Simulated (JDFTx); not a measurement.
Runs of JDFTx 1.7.0 (patched build) on NaF (Villiaumite). Symmetry: Fm-3m, No. 225, cubic system. Conventional cell: a = 4.640 Å, b = 4.640 Å, c = 4.640 Å, α = 90.00°, β = 90.00°, γ = 90.00°. Na (site symmetry m-3m) is surrounded by 6 F at 2.32 Å. Around F (site symmetry m-3m) lie 6 Na at 2.32 Å. 

```csv
task,level,potentials or basis,cell,k mesh,cutoff (eV),smearing,max SCF steps,SCF threshold on the energy,solver of the electrons,further solve for the empty bands,symmetries,mesh quality,gap on the mesh (eV),pressure (GPa),V0 of scaled cells (Å³/atom),B0 (GPa)
equation of state,PBE,PseudoDojo-SR-PBE-0.5-standard,as given,10 × 10 × 10,1197,fermi-dirac 0.05 eV,100,1e-09 Ha,scf,-,-,not flagged,-,-,12.98,45
single point,PBE,PseudoDojo-SR-PBE-0.5-standard,as given,10 × 10 × 10,1197,fermi-dirac 0.05 eV,100,1e-09 Ha,scf,yes,-,not flagged,6.32,1.9,-,-
single point,PBE,PseudoDojo-SR-PBE-0.5-standard,as given,5 × 5 × 5,1197,fermi-dirac 0.05 eV,100,1e-09 Ha,scf,yes,-,coarse,6.32,1.9,-,-
screening,LDA,PseudoDojo-SR-LDA-0.4.1-standard,as given,4 × 4 × 4,1197,fermi-dirac 0.05 eV,100,1e-09 Ha,scf,yes,none,coarse,5.97,(c),-,-
single point,PBEsol,PseudoDojo-SR-PBEsol-0.4.1-standard with smoothed tails,the cell as VASP's run set it,10 × 10 × 10,1197,gaussian 0.05 eV,100,1e-09 Ha,scf,yes,-,not flagged,(a),-0.4,-,-
single point,PBE,PseudoDojo-SR-PBE-0.5-standard,as given,4 × 4 × 4,1197,fermi-dirac 0.05 eV,100,1e-09 Ha,scf,no,-,coarse,6.32,1.9,-,-
single point,PBEsol,SG15-PBE-1.2 with smoothed tails,as given,8 × 8 × 8,1361,fermi-dirac 0.05 eV,100,1e-09 Ha,scf,yes,-,not flagged,6.14,(b),-,-
equation of state,PBEsol,PseudoDojo-SR-PBEsol-0.4.1-standard with smoothed tails,as given,10 × 10 × 10,1197,fermi-dirac 0.05 eV,100,1e-09 Ha,scf,-,-,not flagged,-,-,12.39,49
```

Alike in all rows: no spin polarisation.

**Question.** Fill in the values left out.

**Answer.** (a) 6.18; (b) 0.2; (c) -4.5.

Caveats: some runs use coarse meshes; an odd mesh through Γ misses points on the zone boundary, where band edges often lie (some runs); the potentials were made for another functional, which shifts forces and pressure (some runs).

A gap of «none» marks a metal or a gap under the smearing width.

Not every run made on this cell is shown here.
